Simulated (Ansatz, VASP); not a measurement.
HfO2 in VASP and in Ansatz

Contents of INCAR:

```
PREC = Accurate
ENCUT = 520
EDIFF = 1E-6
ISMEAR = 0
SIGMA = 0.05
LREAL = False
LASPH = True
NELM = 80
ALGO = Normal
ISIF = 2
LWAVE = False
LCHARG = False
GGA = PS
NBANDS = 18
```

File KPOINTS:

```
regular mesh
0
Gamma
  8 8 8
```

POSCAR

```
HfO2
1.0
    0.0000000000      2.5575000000      2.6214375000
    2.5575000000      0.0000000000      2.6214375000
    2.5575000000      2.5575000000      0.0000000000
Hf O
1 2
Direct
    0.0000000000      0.0000000000      0.0000000000
    0.2500000000      0.2500000000      0.2500000000
    0.7500000000      0.7500000000      0.7500000000
```

Input for Ansatz:

```yaml
crystal:
  lattice:
    - [0.0, 2.5575, 2.6214375]
    - [2.5575, 0.0, 2.6214375]
    - [2.5575, 2.5575, 0.0]
  atoms:
    - { symbol: Hf, position: [0.0, 0.0, 0.0] }
    - { symbol: O, position: [0.25, 0.25, 0.25] }
    - { symbol: O, position: [0.75, 0.75, 0.75] }
basis:
  ecutwfc: 420
kpoints:
  mp_grid: { grid: [8, 8, 8] }
hamiltonian:
  xc: pbesol
scf:
  occupations: { method: gaussian, width: 0.05 }
output:
  forces: true
  stress: true
  eigenvalues: true
```

Change from the starting cell: strain +0.000 along x and y, +0.025 along z, atoms carried along.

Alike in both runs: task single point; functional PBEsol; k mesh 8 × 8 × 8; occupations gaussian, width 0.05 eV; no spin polarisation.

```csv
,VASP,Ansatz
version,VASP 6.6.1,Ansatz 0.2.0
potentials or method,"VASP PAW PBE potentials, release 64 (Hf_pv, O)","scalar-relativistic, plane waves, PAW"
plane-wave cutoff (eV),520,420
valence electrons in the cell,22,38
```

Ansatz gave:

```
gap on the k mesh at the Fermi level (eV)       : 3.42
least direct gap on the mesh (eV)               : 3.42
pressure (GPa)                                  : -15.3
largest component of the traceless stress (GPa) : 7.11
```

Q: Estimate VASP's values.

A: gap on the k mesh at the Fermi level (eV): 3.41; least direct gap on the mesh (eV): 3.42; pressure (GPa): -18.5; largest component of the traceless stress (GPa): 7.22.

The functional is the same, so the differences come from potentials, cutoffs and numerics. The two sets of potentials don't hold the same shells in valence.

Caveats: so large a pressure means that the cell lies far from this level's equilibrium, or that cutoff or potentials fall short (VASP); the potentials were made for another functional, which shifts forces and pressure (VASP); spin-orbit coupling is left out, which moves the levels of the heavy elements. A k mesh can miss the band edges.
